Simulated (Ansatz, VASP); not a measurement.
# PbS: VASP beside Ansatz, part 2 of 2

One calculation is typed for both programs; each brings its own data sets. How far apart do they land? The structure shown is the end of the Ansatz relaxation below.

VASP 6.6.1 and Ansatz 0.2.0.

So far. Step 3 (VASP: single point, PBEsol, pair 1): The run ends at a pressure of -0.08 GPa.

## 6. VASP: single point, PBEsol, pair 2

Level of this step: PBEsol; plane waves and PAW (Pb_d, S) (VASP).

The same cell, functional, mesh and smearing now go to VASP, with its own data sets.

INCAR reads:

```
SYSTEM = PbS
PREC = Accurate
ENCUT = 500
EDIFF = 1E-06
NELM = 120
ISMEAR = -1
SIGMA = 0.02
LREAL = .FALSE.
ALGO = Normal
GGA = PS
NBANDS = 26
LORBIT = 11
LWAVE = .FALSE.
LCHARG = .FALSE.
ISIF = 2
LASPH = .TRUE.
GGA_COMPAT = .FALSE.
EFERMI = MIDGAP
KPAR = 2
```

POSCAR reads:

```
PbS
1.0
    4.1827997444      0.0000000000      0.0000000000
    0.0000000000      4.1827997444      0.0000000000
    0.0000000000      0.0000000000      5.7847734000
Pb S
2 2
Direct
    0.0000000000      0.0000000000      0.0000000000
    0.5000000000      0.5000000000      0.5000000000
    0.0000000000      0.0000000000      0.5000000000
    0.5000000000      0.5000000000      0.0000000000
```

KPOINTS reads:

```
Automatic mesh
0
Gamma
7 7 5
0 0 0
```

The projector-augmented-wave data sets are Pb_d and S (PBE family, release 64).

The run is started by

```sh
$ mpirun -np 2 vasp_std
```

Numbers of over 12 decimals in the logs are rounded to 6 here.

What it wrote:

```text
[banner, memory and clock lines left out]
running    2 mpi-ranks, on    1 nodes
[...]
[... a notice as in an earlier step ...]

 LDA part: xc-table for (Slater+PW92), standard interpolation
 POSCAR, INCAR and KPOINTS ok, starting setup
[...]
entering main loop
       N       E                     dE             d eps       ncg     rms          rms(c)
DAV:   1     0.409668124369E+03    0.40967E+03   -0.18644E+04  1560   0.162E+03
DAV:   2     0.257607114101E+02   -0.38391E+03   -0.37484E+03  1586   0.420E+02
DAV:   3    -0.175388755693E+02   -0.43300E+02   -0.42228E+02  1990   0.159E+02
DAV:   4    -0.195800167278E+02   -0.20411E+01   -0.20286E+01  1904   0.357E+01
[...]
DAV:  11    -0.188989348816E+02   -0.49050E-05   -0.62708E-05  2468   0.752E-02    0.830E-03
DAV:  12    -0.188989337469E+02    0.11347E-05   -0.51660E-06  1592   0.225E-02    0.546E-03
DAV:  13    -0.188989336554E+02    0.91476E-07   -0.57353E-07  1050   0.500E-03
   1 F= -.18898934E+02 E0= -.18898934E+02  d E =-.257295E-11
```

OUTCAR, selected parts (step 6):

```text
  Total       -0.0356693     -0.0356693      1.9527193      0.0000000     -0.0000000      0.0000000
  in kB       -0.5646563     -0.5646563     30.9121998      0.0000000     -0.0000000      0.0000000
  external PRESSURE =       9.9276291 kB  Pullay stress =       0.0000000 kB

 POSITION                                       TOTAL-FORCE (eV/Angst)
 -----------------------------------------------------------------------------------
      0.00000      0.00000      0.00000         0.000000      0.000000     -0.000000
      2.09140      2.09140      2.89239        -0.000000     -0.000000      0.000000
      0.00000      0.00000      2.89239         0.000000     -0.000000     -0.000000
      2.09140      2.09140      0.00000         0.000000     -0.000000     -0.000000
 -----------------------------------------------------------------------------------
    total drift:                                0.000000      0.000000     -0.000000

  FREE ENERGIE OF THE ION-ELECTRON SYSTEM (eV)
  ---------------------------------------------------
  free  energy   TOTEN  =       -18.8989336554 eV

  energy  without entropy=      -18.8989336554  energy(sigma->0) =      -18.89893366

[... 1 part as in an earlier step ...]

[... 2 further parts left out ...]
[key lines of the parts left out:]
E-fermi :   6.2313
```

The run ends at a pressure of 0.99 GPa.

## 7. Side by side

The two programs side by side:

```tsv
quantity	Ansatz	VASP	difference
pressure (GPa)	1.04	0.99	+0.05
gap on the k mesh (eV)	0.961	0.961	+0.001
```

A gap on the mesh is an upper bound, since the band edges may lie between its points; neither run holds spin-orbit coupling, which can move the band edges of a compound of Pb.

## 8. Ansatz: relaxation, PBEsol

This run makes the geometry at which the two programs are then compared. The cell compared in this pair holds 102.02 Å³, against 101.21 Å³ for the pair before.

The structure compared here is the end of the Ansatz relaxation.

input.yaml reads:

```yaml
crystal:
  lattice:
    - [4.1843658275, 0.0, 0.0]
    - [0.0, 4.1843658275, 0.0]
    - [0.0, 0.0, 5.8438017]
  atoms:
    - { symbol: Pb, position: [0.0, 0.0, 0.0] }
    - { symbol: Pb, position: [0.5, 0.5, 0.5] }
    - { symbol: S, position: [0.0, 0.0, 0.5] }
    - { symbol: S, position: [0.5, 0.5, 0.0] }
kpoints:
  mp_grid: { grid: [7, 7, 5] }
scf:
  occupations: { method: fermi_dirac, width: 0.02 }
hamiltonian:
  xc: pbesol
  pseudopotentials: { kind: paw, azcp: { folder: soft_1 }, xc_functional: pbe }
basis:
  ecutwfc: 600
output:
  forces: true
  stress: true
relax:
  f_tol: 0.005
  max_steps: 70
  cell: { stress_tol: 0.02, p_target: 0, fix: [c, alpha, beta, gamma] }
```

The run is started by

```sh
$ ansatz run input.yaml --threads 4 --pin off --max-ram 10240MiB --backend cpu --events-out ev --progress --plain --runs-dir out
```

What it wrote:

```text
[...]
Crystal: 4 atoms, lattice volume = 102.319 Å³
Basis set: ecut = 600 eV, 3435 PW (Γ), exchange–correlation on 72×72×96 points (8 copies of the dense FFT grid, shifted against one another)
Bands: 24, of which v1, the nominal top of the filled ones, is band 20 counted from 1 (19 counted from 0)
Symmetry: 32 space group operations
[...]
k-points: 30 of 245
[...]
P = ⅓ Tr σ = 0.4723 GPa (4.723 kbar)
--- Relaxed structure (3 steps of the walk, 3 accepted, 1 SCFs on fresh bases) ---
[...]
cell:  # Å, volume = 102.0236 Å³
    - [4.178328, 0, 0.0]
    - [0, 4.178328, 0.0]
    - [0.0, 0.0, 5.8438017]
  atoms:
    - { symbol: Pb, position: [0, 0, 0.0] }
    - { symbol: Pb, position: [0.500000, 0.500000, 0.500000] }
    - { symbol: S, position: [0, 0, 0.500000] }
    - { symbol: S, position: [0.500000, 0.500000, 0.0] }
[key lines of the parts left out:]
SCF converged after 5 iterations
Free energy (F): -25286.298997 eV
Fermi energy:    8.935618 eV
```

## 9. VASP: single point, PBEsol, pair 3

The same cell, functional, mesh and smearing now go to VASP, with its own data sets.

INCAR is that of step 6.

POSCAR reads:

```
PbS
1.0
    4.1783280634      0.0000000000      0.0000000000
    0.0000000000      4.1783280634      0.0000000000
    0.0000000000      0.0000000000      5.8438017000
Pb S
2 2
Direct
    0.0000000000      0.0000000000      0.0000000000
    0.5000000000      0.5000000000      0.5000000000
    0.0000000000      0.0000000000      0.5000000000
    0.5000000000      0.5000000000      0.0000000000
```

KPOINTS is that of step 6.

The run is started by

```sh
$ mpirun -np 2 vasp_std
```

What it wrote:

```text
[... set-up lines as in an earlier step ...]
 entering main loop
       N       E                     dE             d eps       ncg     rms          rms(c)
DAV:   1     0.409495876873E+03    0.40950E+03   -0.18490E+04  1560   0.161E+03
DAV:   2     0.258154171198E+02   -0.38368E+03   -0.37537E+03  1602   0.420E+02
DAV:   3    -0.177302244268E+02   -0.43546E+02   -0.42369E+02  2046   0.159E+02
DAV:   4    -0.196133126444E+02   -0.18831E+01   -0.18720E+01  1870   0.347E+01
[...]
DAV:  11    -0.189137523327E+02   -0.53595E-05   -0.52442E-05  2404   0.686E-02    0.831E-03
DAV:  12    -0.189137512557E+02    0.10770E-05   -0.41537E-06  1570   0.215E-02    0.526E-03
DAV:  13    -0.189137511320E+02    0.12367E-06   -0.63914E-07   970   0.524E-03
   1 F= -.18913751E+02 E0= -.18913751E+02  d E =-.169626E-11
```

OUTCAR, selected parts (step 9):

```text
  Total       -0.0332570     -0.0332570      0.8727961      0.0000000     -0.0000000      0.0000000
  in kB       -0.5222669     -0.5222669     13.7063816      0.0000000     -0.0000000      0.0000000
  external PRESSURE =       4.2206160 kB  Pullay stress =       0.0000000 kB

 POSITION                                       TOTAL-FORCE (eV/Angst)
 -----------------------------------------------------------------------------------
      0.00000      0.00000      0.00000        -0.000000     -0.000000     -0.000000
      2.08916      2.08916      2.92190         0.000000      0.000000      0.000000
      0.00000      0.00000      2.92190        -0.000000     -0.000000     -0.000000
      2.08916      2.08916      0.00000        -0.000000     -0.000000     -0.000000
 -----------------------------------------------------------------------------------
    total drift:                                0.000000      0.000000      0.000000

  FREE ENERGIE OF THE ION-ELECTRON SYSTEM (eV)
  ---------------------------------------------------
  free  energy   TOTEN  =       -18.9137511320 eV

  energy  without entropy=      -18.9137511320  energy(sigma->0) =      -18.91375113

[... 1 part as in an earlier step ...]

[... 2 further parts left out ...]
[key lines of the parts left out:]
E-fermi :   6.1347
```

The run ends at a pressure of 0.42 GPa.

## 10. Side by side

Compared:

```tsv
quantity	Ansatz	VASP	difference
pressure (GPa)	0.47	0.42	+0.05
gap on the k mesh (eV)	0.978	0.978	+0.001
```

A gap on the mesh is an upper bound, since the band edges may lie between its points; neither run holds spin-orbit coupling, which can move the band edges of a compound of Pb.

## 11. What came out

```yaml
difference_in_gap_on_the_k_mesh_single_point_pbesol_pair_1: 7.1e-4 eV
difference_in_gap_on_the_k_mesh_single_point_pbesol_pair_2: 7.4e-4 eV
difference_in_gap_on_the_k_mesh_single_point_pbesol_pair_3: 6.9e-4 eV
```

**Reading.** The difference in gap on the k mesh is 7.4e-4 eV (single point, PBEsol, pair 2), within the 0.08 eV picked in this series as the mark of a large difference. 5 further runs of this series are not shown here. Such differences can come from data sets, numerical settings and the points named under the comparisons, not from the functional's error against experiment.

[Lines on the potential files, build, host, timing and source positions are cut from VASP's logs without a mark.]

[Logs are printed without paths, hosts, clocks, repeated set-up lines and the standing remarks that a program may print on its own settings, such as how far it seeks lower states.]

[Hosts, paths, dates, database ids (printed as entryN), source tags and the programs' standing remarks are cut or masked in the printed files.]
